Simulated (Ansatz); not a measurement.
# SiO2 under strain

Theory: Ansatz, DFT r2SCAN, scalar-relativistic, plane waves, PAW. (500 eV cutoff, 6×6×6 k-mesh, Gaussian smearing of 0.02 eV, no spin polarisation)

Starting point, cell and atoms relaxed:

```xyz
12
Lattice="-4.4694 4.4694 2.6157 4.4694 -4.4694 2.6157 4.4694 4.4694 -2.6157" Properties=species:S:1:pos:R:3 pbc="T T T"
Si    1.5818    1.5818    0.0000
Si   -2.8875    2.8875    2.6157
Si    2.8875   -2.8875    2.6157
Si    2.8875    2.8875    2.6157
O     2.2347    2.2347    1.3079
O     2.2347   -2.2347    1.3079
O    -2.2347    2.2347    1.3079
O     2.2347    2.2347   -1.3079
O     1.8668    0.0000    0.0000
O     0.0000    7.0720    0.0000
O     0.0000    1.8668    0.0000
O     7.0720    0.0000    0.0000
```

Deformation: biaxial strain in the a-b plane, with the length and tilt of c and the atoms relaxed, all within the symmetry that the strain leaves. Energies are extrapolated to zero smearing. Stress is positive in compression, on the Cartesian axes of the cell above. Gaps are generalised Kohn–Sham gaps over the whole zone.

```tsv
strain (%)	ΔE (meV/atom)	a (Å)	b (Å)	c (Å)	σxx (GPa)	σyy (GPa)	σzz (GPa)	σyz (GPa)	σxz (GPa)	σxy (GPa)	gap (eV)
-2.0	8.8	6.704	6.704	6.960	1.73	1.73	4.63	0.00	0.00	-1.75	6.03
-1.0	2.2	6.772	6.772	6.900	0.87	0.87	2.29	0.00	0.00	-0.87	6.06
+0.0	0.0	6.841	6.841	6.841	0.00	0.00	0.00	0.00	0.00	0.00	6.08
+1.0	2.2	6.909	6.909	6.781	-0.86	-0.86	-2.24	0.00	0.00	0.87	6.04
+2.0	8.6	6.977	6.977	6.722	-1.73	-1.73	-4.42	0.00	0.00	1.73	5.99
```

This form isn't the usual stable structure of the compound.